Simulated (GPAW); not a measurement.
# PtS2 (P-3m1) in GPAW: a series of runs, part 2 of 2

GPAW 26.7.0. The steps go on from the part before.

**3. Band structure, LDA**

run.py

```python
from ase import Atoms
from ase.dft.bandgap import bandgap
from ase.io import write
from ase.units import GPa
from gpaw import GPAW, PW

atoms = Atoms(['Pt', 'S', 'S'],
              cell=[[3.5432, 0.0, 0.0],
                    [-1.7716, 3.0685012107, 0.0],
                    [0.0, 0.0, 5.0388]],
              scaled_positions=[[0.0, 0.0, 0.0],
                                [0.6666666667, 0.3333333333, 0.773],
                                [0.3333333333, 0.6666666667, 0.227]],
              pbc=True)

calc = GPAW(mode=PW(600),
            xc='LDA',
            kpts={'size': (7, 7, 4), 'gamma': True},
            occupations={'name': 'fermi-dirac', 'width': 0.05},
            nbands=26,
            convergence={'density': 1e-05, 'energy': 1e-05},
            maxiter=150,
            txt='gpaw.txt')
atoms.calc = calc
energy = atoms.get_potential_energy()
forces = atoms.get_forces()
stress = atoms.get_stress()
calc.write('gs.gpw')
write('result.traj', atoms)
print(f'Energy: {energy:.6f} eV')
print('Forces (eV/A):')
print(forces.round(4))
print('Stress (GPa):', (stress / GPa).round(3))
print('Fermi level:', round(calc.get_fermi_level(), 4), 'eV')
print(f'Gap: {bandgap(calc)[0]:.4f} eV, direct: {bandgap(calc, direct=True)[0]:.4f} eV')

path = atoms.cell.bandpath('GMKGALHA,LM,KH', npoints=60, eps=1e-4)
bs_calc = calc.fixed_density(kpts=path, symmetry='off', nbands=40,
                             convergence={'bands': 'CBM+6.0', 'eigenstates': 1e-6}, txt='bands.txt')
bs = bs_calc.band_structure()
bs.write('bs.json')
print(f'Gap on the path: {bandgap(bs_calc)[0]:.4f} eV')
```

Potentials or basis: the program's PAW data sets (release 1.2.1) made for this functional, pw.

Started as:

```console
OMP_NUM_THREADS=1 python run.py
```

gpaw.txt:

```text
__  _  _
 | _ |_)|_||  |
 |__||  | ||/\| - 26.7.0

Input parameters:
  mode=PW(ecut=600.0),
  convergence={'density': 1e-05, 'energy': 1e-05},
  kpts=MonkhorstPack(size=(7, 7, 4), gamma=True),
  maxiter=150,
  nbands=26,
  occupations=Occupations(name='fermi-dirac', width=0.05),
  xc=XC(name='LDA')

Diagonalizing LCAO Hamiltonian
Converting LCAO to pw mode

            S

         S

       Pt

Atoms  # Å, Bohr magnetons
|   | symbol |         x |        y |        z |    initial magnetic moments |
|---|--------|-----------|----------|----------|-----------------------------|
| 0 |     Pt |  0.000000 | 0.000000 | 0.000000 | ( 0.0000,  0.0000,  0.0000) |
| 1 |      S |  1.771600 | 1.022834 | 3.894992 | ( 0.0000,  0.0000,  0.0000) |
| 2 |      S | -0.000000 | 2.045667 | 1.143808 | ( 0.0000,  0.0000,  0.0000) |

Unit cell  # Å
| periodic |         x |        y |        z |  lengths |     angles |
|----------|-----------|----------|----------|----------|------------|
|      yes |  3.543200 | 0.000000 | 0.000000 | 3.543200 |  90.000000 |
|      yes | -1.771600 | 3.068501 | 0.000000 | 3.543200 |  90.000000 |
|      yes |  0.000000 | 0.000000 | 5.038800 | 5.038800 | 120.000000 |

Number of symmetries: 12
Symmetry operations  # r_c * U_cc + t_c -> r_c
|    | kind |            matrix            |
|----|------|------------------------------|
|  0 |  σ   |  1, 1, 0,  0,-1, 0,  0, 0, 1 |
|  1 |  S6  |  1, 1, 0, -1, 0, 0,  0, 0,-1 |
|  2 |  E   |  1, 0, 0,  0, 1, 0,  0, 0, 1 |
|  3 |  C2  |  1, 0, 0, -1,-1, 0,  0, 0,-1 |
|  4 |  C2  |  0, 1, 0,  1, 0, 0,  0, 0,-1 |
|  5 |  C3  |  0, 1, 0, -1,-1, 0,  0, 0, 1 |
[... 142 lines left out ...]
|iter:   2| |  -19.577878 | -1.64 | -1.06 |
|iter:   3| |  -18.576747 | -1.58 | -1.14 |
|iter:   4| |  -18.526652 | -3.28 | -1.62 |
|iter:   5| |  -18.501291 | -3.50 | -1.86 |
|iter:   6| |  -18.500825 | -4.92 | -2.75 |
|iter:   7| |  -18.500804 | -5.44 | -3.20 |
|iter:   8| |  -18.500806c| -6.96 | -4.03 |
|iter:   9| |  -18.500806c| -8.10c| -4.58 |
|iter:  10| |  -18.500806c| -7.89c| -4.93 |
|iter:  11| |  -18.500806c| -8.71c| -5.69c|

Converged in 11 steps
Energy contributions relative to reference atoms: (reference = -521745.916756)

Energy contributions:
  Kinetic:           9.133418
  Coulomb:         -10.140767
  Zero:             -0.408947
  External:          0.000000
  Xc:              -17.084475
  Entropy:          -0.000070
  Spinorbit:         0.000000
  ----------------------------
  Free energy:     -18.500841
  Extrapolated:    -18.500806

dipole moment: (-6.165608, -10.679147, -17.536276)  # |e|*Ang

Fermi level: 7.471
Eigenvalues  # (at kpt = [0.000, 0.000, 0.000])
| band index |      eig [eV] | occ [0-2] |
|------------|---------------|-----------|
|          0 |       -46.789 |     2.000 |
|        ... |               |           |
|          6 |         0.083 |     2.000 |
|          7 |         0.206 |     2.000 |
|          8 |         3.123 |     2.000 |
|          9 |         3.124 |     2.000 |
|         10 |         5.339 |     2.000 |
|         11 |         6.023 |     2.000 |
[... 8 lines left out ...]
|         20 |        18.928 |     0.000 |
|         21 |        19.661 |     0.000 |
|        ... |               |           |
|         25 |        20.743 |     0.000 |

Gap: 0.698 eV
Transition (v -> c):
  (s=0, k=4, n=13, [0.14, 0.00, 0.00]) -> (s=0, k=10, n=14, [0.29, 0.00, -0.25])
Direct/indirect transitions are different
Direct gap: 0.862 eV
Transition at: (s=0, k=10, n=13, [0.29, 0.00, -0.25])

Forces  # eV/Ang
|        x |        y |        z |
|----------|----------|----------|
|  0.00000 |  0.00000 |  0.00000 |  # Pt   0
| -0.00000 |  0.00000 | -0.76397 |  # S    1
|  0.00000 | -0.00000 |  0.76397 |  # S    2

Stress tensor  # eV/Ang^3
|         x |         y |         z |
|-----------|-----------|-----------|
| -0.019119 |  0.000000 |  0.000000 |
|  0.000000 | -0.019119 | -0.000000 |
|  0.000000 | -0.000000 | -0.019038 |

# Writing to gs.gpw (mode='')
```

Wall time 55 s (1 thread of Arm Neoverse V2, shared host); peak memory 0.29 GiB.

Results:

```yaml
Free_energy: -18.5008 eV
Pressure: 3.1 GPa
Largest_force: 0.764 eV/Å
Band_gap_on_the_k_mesh: 0.70 eV, indirect (least direct gap 0.86 eV)
Band_gap_along_the_path: 0.90 eV, indirect (least direct gap 1.45 eV)
```

Forces in eV/Å, atoms in the order of the input:
```
Pt   0.000  0.000  0.000
S    0.000  0.000 -0.764
S    0.000  0.000  0.764
```

Levels at the corners of the path, in eV from the valence-band top:
| point | band 11 | band 12 | band 13 | band 14 | band 15 | band 16 | band 17 | band 18 |
| --- | --- | --- | --- | --- | --- | --- | --- | --- |
| Γ | -1.80 | -1.11 | -1.11 | -0.12 | 2.42 | 2.42 | 4.63 | 5.51 |
| M | -3.35 | -3.26 | -3.02 | -2.35 | 1.69 | 2.81 | 5.39 | 6.35 |
| K | -3.70 | -2.69 | -1.49 | -1.49 | 0.94 | 0.94 | 5.56 | 7.87 |
| Γ | -1.80 | -1.11 | -1.11 | -0.12 | 2.42 | 2.42 | 4.63 | 5.51 |
| A | -2.55 | -1.30 | -1.30 | -0.88 | 2.90 | 2.90 | 5.32 | 7.15 |
| L | -3.29 | -3.08 | -2.74 | -1.33 | 2.04 | 2.28 | 5.27 | 5.32 |
| H | -3.60 | -3.57 | -1.90 | -1.90 | 2.18 | 2.18 | 7.20 | 7.66 |
| A | -2.55 | -1.30 | -1.30 | -0.88 | 2.90 | 2.90 | 5.32 | 7.15 |
| L | -3.29 | -3.08 | -2.74 | -1.33 | 2.04 | 2.28 | 5.27 | 5.32 |
| M | -3.35 | -3.26 | -3.02 | -2.35 | 1.69 | 2.81 | 5.39 | 6.35 |
| K | -3.70 | -2.69 | -1.49 | -1.49 | 0.94 | 0.94 | 5.56 | 7.87 |
| H | -3.60 | -3.57 | -1.90 | -1.90 | 2.18 | 2.18 | 7.20 | 7.66 |

Caveat: spin-orbit coupling is left out, which moves the levels of the heavy elements. A hybrid or GW would open this gap; LDA tends to underestimate it.

**4. Equation of state, LDA**

run.py

```python
from ase import Atoms
from ase.eos import EquationOfState
from ase.io import Trajectory
from ase.units import GPa
from gpaw import GPAW, PW

atoms = Atoms(['Pt', 'S', 'S'],
              cell=[[3.5432, 0.0, 0.0],
                    [-1.7716, 3.0685012107, 0.0],
                    [0.0, 0.0, 5.0388]],
              scaled_positions=[[0.0, 0.0, 0.0],
                                [0.6666666667, 0.3333333333, 0.773],
                                [0.3333333333, 0.6666666667, 0.227]],
              pbc=True)

traj = Trajectory('eos.traj', 'w')
volumes, energies = [], []
for x in [0.94, 0.96, 0.98, 1.0, 1.02, 1.04, 1.06]:
    a = atoms.copy()
    a.set_cell(atoms.cell * x**(1 / 3), scale_atoms=True)
    calc = GPAW(mode=PW(600),
                xc='LDA',
                kpts={'size': (7, 7, 4), 'gamma': True},
                occupations={'name': 'fermi-dirac', 'width': 0.05},
                nbands=26,
                convergence={'density': 1e-05, 'energy': 1e-05},
                maxiter=150,
                txt=f'eos-{x:.2f}.txt')
    a.calc = calc
    energies.append(a.get_potential_energy(force_consistent=True))
    volumes.append(a.get_volume())
    p = -a.get_stress()[:3].mean() / GPa
    calc.write(f'eos-{x:.2f}.gpw')
    traj.write(a)
    print(f'{x:.2f} {volumes[-1]:10.4f} A^3 {energies[-1]:14.6f} eV {p:9.3f} GPa', flush=True)

v0, e0, B = EquationOfState(volumes, energies, eos='birchmurnaghan').fit()
print(f'V0 = {v0:.4f} A^3, E0 = {e0:.6f} eV, B0 = {B / GPa:.2f} GPa')
```

Started as:

```console
OMP_NUM_THREADS=1 python run.py
```

It took 2.4 min on 1 thread of Arm Neoverse V2, shared host; peak memory 0.29 GiB.

The run converged. Its results:

```yaml
Equilibrium_volume: 18.64 Å³/atom
Bulk_modulus_at_fixed_shape_and_positions: 146 GPa
Pressure_derivative_of_the_bulk_modulus: 4.7
```

Energy against volume, from the lowest point:
| volume (Å³/atom) | energy (meV/atom) |
| --- | --- |
| 17.165 | 62.35 |
| 17.531 | 33.90 |
| 17.896 | 14.66 |
| 18.261 | 3.65 |
| 18.626 | 0.00 |
| 18.992 | 2.92 |
| 19.357 | 11.70 |

Caveat: the cell was scaled at fixed shape and fractional positions, which overstates the stiffness of a crystal with free parameters, most of all of layers and chains.

**5. Band structure, r2SCAN**

run.py

```python
from ase import Atoms
from ase.dft.bandgap import bandgap
from ase.io import write
from ase.units import GPa
from gpaw import GPAW, PW

atoms = Atoms(['Pt', 'S', 'S'],
              cell=[[3.5432, 0.0, 0.0],
                    [-1.7716, 3.0685012107, 0.0],
                    [0.0, 0.0, 5.0388]],
              scaled_positions=[[0.0, 0.0, 0.0],
                                [0.6666666667, 0.3333333333, 0.773],
                                [0.3333333333, 0.6666666667, 0.227]],
              pbc=True)

calc = GPAW(mode=PW(600),
            xc='MGGA_X_R2SCAN+MGGA_C_R2SCAN',
            kpts={'size': (7, 7, 4), 'gamma': True},
            occupations={'name': 'fermi-dirac', 'width': 0.05},
            nbands=26,
            convergence={'density': 1e-05, 'energy': 1e-05},
            maxiter=150,
            txt='gpaw.txt')
atoms.calc = calc
energy = atoms.get_potential_energy()
forces = atoms.get_forces()
stress = atoms.get_stress()
calc.write('gs.gpw')
write('result.traj', atoms)
print(f'Energy: {energy:.6f} eV')
print('Forces (eV/A):')
print(forces.round(4))
print('Stress (GPa):', (stress / GPa).round(3))
print('Fermi level:', round(calc.get_fermi_level(), 4), 'eV')
print(f'Gap: {bandgap(calc)[0]:.4f} eV, direct: {bandgap(calc, direct=True)[0]:.4f} eV')

path = atoms.cell.bandpath('GMKGALHA,LM,KH', npoints=60, eps=1e-4)
bs_calc = calc.fixed_density(kpts=path, symmetry='off', nbands=40,
                             convergence={'bands': 'CBM+6.0', 'eigenstates': 1e-6}, txt='bands.txt')
bs = bs_calc.band_structure()
bs.write('bs.json')
print(f'Gap on the path: {bandgap(bs_calc)[0]:.4f} eV')
```

Potentials or basis: GPAW PAW data sets (gpaw-data 1.2.1), pw.

Started as:

```console
OMP_NUM_THREADS=1 python run.py
```

It took 2.8 min on 1 thread of Arm Neoverse V2, shared host; peak memory 0.43 GiB.

It converged, with:

- Free energy: -38.8557 eV
- Pressure: 9.2 GPa
- Largest force: 1.223 eV/Å
- Band gap on the k mesh: 0.98 eV, indirect (least direct gap 1.17 eV)
- Band gap along the path: 1.15 eV, indirect (least direct gap 1.73 eV)

Forces on the atoms (eV/Å):
```
Pt   0.000  0.000  0.000
S    0.000  0.000 -1.223
S    0.000  0.000  1.223
```

Stress tensor (GPa, compression positive):
```
9.08 0.00 0.00
0.00 9.08 0.00
0.00 0.00 9.46
```

Levels at the corners of the path, in eV from the valence-band top:
| point | band 12 | band 13 | band 14 | band 15 | band 16 | band 17 |
| --- | --- | --- | --- | --- | --- | --- |
| Γ | -1.17 | -1.17 | -0.08 | 2.63 | 2.63 | 5.24 |
| M | -3.43 | -3.07 | -2.39 | 1.94 | 3.03 | 5.88 |
| K | -2.77 | -1.59 | -1.59 | 1.20 | 1.20 | 6.09 |
| Γ | -1.17 | -1.17 | -0.08 | 2.63 | 2.63 | 5.24 |
| A | -1.36 | -1.36 | -0.90 | 3.12 | 3.12 | 5.93 |
| L | -3.19 | -2.83 | -1.39 | 2.25 | 2.54 | 5.81 |
| H | -3.66 | -2.01 | -2.01 | 2.40 | 2.40 | 7.77 |
| A | -1.36 | -1.36 | -0.90 | 3.12 | 3.12 | 5.93 |
| L | -3.19 | -2.83 | -1.39 | 2.25 | 2.54 | 5.81 |
| M | -3.43 | -3.07 | -2.39 | 1.94 | 3.03 | 5.88 |
| K | -2.77 | -1.59 | -1.59 | 1.20 | 1.20 | 6.09 |
| H | -3.66 | -2.01 | -2.01 | 2.40 | 2.40 | 7.77 |

Caveat: the PAW data sets were made with another functional, which shifts forces and pressure a little; spin-orbit coupling is left out, which moves the levels of the heavy elements.

**6. Overview**

```csv
task,level,potentials or basis,band path,band points,gap on the mesh (eV),pressure (GPa),largest force (eV/Å)
band structure,PBEsol,"PAW data sets generated in the run's folder for this functional, pw","GMKGALHA,LM,KH",60,0.74,6.4,0.97
band structure,LDA,"the program's PAW data sets (release 1.2.1) made for this functional, pw","GMKGALHA,LM,KH",60,0.70,3.1,0.76
equation of state,LDA,"the program's PAW data sets (release 1.2.1) made for this functional, pw",-,-,-,-,-
band structure,r2SCAN,"GPAW PAW data sets (gpaw-data 1.2.1), pw","GMKGALHA,LM,KH",60,0.98,9.2,1.22
```

Alike in all rows: no spin polarisation; cell as given; k mesh 7 × 7 × 4; cutoff (eV) 600; smearing fermi-dirac 0.05 eV.

Caveats: spin-orbit coupling is left out, which moves the levels of the heavy elements (some runs); the cell was scaled at fixed shape and fractional positions, which overstates the stiffness of a crystal with free parameters, most of all of layers and chains (some runs); the PAW data sets were made with another functional, which shifts forces and pressure a little (some runs).

Total energies depend on the potentials used, so only differences within one code and one set of settings carry meaning.
